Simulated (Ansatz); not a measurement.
SiNi3 in Ansatz: the effect of functional

SiNi3:

```xyz
4
Lattice="3.5420 0.0000 0.0000 0.0000 3.5420 0.0000 0.0000 0.0000 3.5420" Properties=species:S:1:pos:R:3 pbc="T T T"
Ni    1.7710    1.7710    0.0000
Ni    1.7710    0.0000    1.7710
Ni    0.0000    1.7710    1.7710
Si    0.0000    0.0000    0.0000
```

Alike in all runs:

```yaml
Program: Ansatz 0.2.0
Task: band structure
Potentials_or_basis: Ansatz PAW
k_mesh: 4 × 4 × 4
Occupations: fermi-dirac, width 0.05 eV
Spin: collinear spin, ferromagnetic start
Starting_moments: "[1.0, 1.0, 1.0, 0.0] μB"
```

| functional | cutoff | pressure (GPa) |
| --- | --- | --- |
| LDA | 420 eV (not typed: the program's choice for these potentials) | -20.1 |
| PBEsol | 420 eV (not typed: the program's choice for these potentials) | ? |
| RPBE | 420 eV (not typed: the program's choice for these potentials) | -1.3 |
| revPBE | 420 eV (not typed: the program's choice for these potentials) | -2.6 |
| BLYP | 420 eV (not typed: the program's choice for these potentials) | 3.5 |
| r2SCAN | 500 eV (not typed: the program's choice for these potentials) | -13.4 |

Problem. What does the run with functional PBEsol give?

Solution. Pressure -14.1 GPa.

Caveats: all runs use coarse meshes; the PAW data sets come from PBE, with cores solved anew for the run's functional, which leaves a small shift of forces and pressure; the starting moments weren't kept; the magnetic or orbital state may not be the lowest (some runs).

Runs at the PBE level aren't shown here.
